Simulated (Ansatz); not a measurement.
# W: relaxation of cell and atoms with r2SCAN+D3(BJ)

Crystal: W.

```
W
1.0
    -1.58234    1.58234    1.58234
     1.58234   -1.58234    1.58234
     1.58234    1.58234   -1.58234
W
1
Direct
  0.00000 0.00000 0.00000
```

| Property | Result |
| --- | --- |
| Program | Ansatz 0.2.0 |
| Task | relaxation of cell and atoms |
| Functional | r2SCAN |
| Dispersion | D3(BJ) |
| Potentials or basis | Ansatz PAW |
| Cutoff | 500 eV (not typed: the program's choice for these potentials) |
| k mesh | 12 × 12 × 12 |
| Occupations | fermi-dirac, width 0.05 eV |
| Spin | no spin polarisation |

The relaxed volume is 15.76 Å³/atom. The relaxed cell is a = 2.736 Å, b = 2.736 Å, c = 2.736 Å, α = 109.47°, β = 109.47°, γ = 109.47° and the space group after relaxing (to 0.05 Å) is Im-3m (No. 229). The energy gained by relaxing is 0.5 meV/atom, the ionic steps are 3 and the pressure after relaxing is 0.0 GPa. The band gap on the k mesh is none (metal or under the smearing width).

The path:
```csv
step,energy change (eV),largest force (eV/Å),volume (Å³)
1,0.0000,0.0000,15.85
2,-0.0005,0.0000,15.76
3,-0.0005,0.0000,15.76
```

Final structure:
```
W
1.0
    -1.57948    1.57948    1.57948
     1.57948   -1.57948    1.57948
     1.57948    1.57948   -1.57948
W
1
Direct
  0.00000 0.00000 0.00000
```

Levels at points of the mesh, in eV from the Fermi level:
| k point | band 3 | band 4 | band 5 | band 6 | band 7 | band 8 | band 9 | band 10 | band 11 |
| --- | --- | --- | --- | --- | --- | --- | --- | --- | --- |
| (0.00, 0.00, 0.00) | -38.80 | -38.80 | -10.02 | -1.17 | -1.17 | -1.17 | 2.69 | 2.69 | 15.30 |
| (0.00, 0.00, -0.50) | -39.25 | -38.81 | -6.46 | -3.65 | 0.70 | 2.53 | 3.60 | 6.51 | 11.90 |
| (-0.50, -0.50, -0.50) | -39.77 | -39.77 | -5.94 | -5.94 | 5.49 | 5.49 | 5.49 | 8.74 | 8.74 |

It took 4.8 s on 2 threads of Arm Neoverse V2, on a shared host, peak memory 0.32 GiB.

Caveat: the plane-wave basis is chosen anew once the cell has moved, so the energies of steps on either side of that aren't comparable; pairwise dispersion overbinds metals, which lowers pressure and volume; the PAW data sets come from PBE, with cores solved anew for the run's functional, which leaves a small shift of forces and pressure; the dispersion damping was fitted for another functional or another form of the correction. Spin-orbit coupling is left out, which matters for the levels of W.
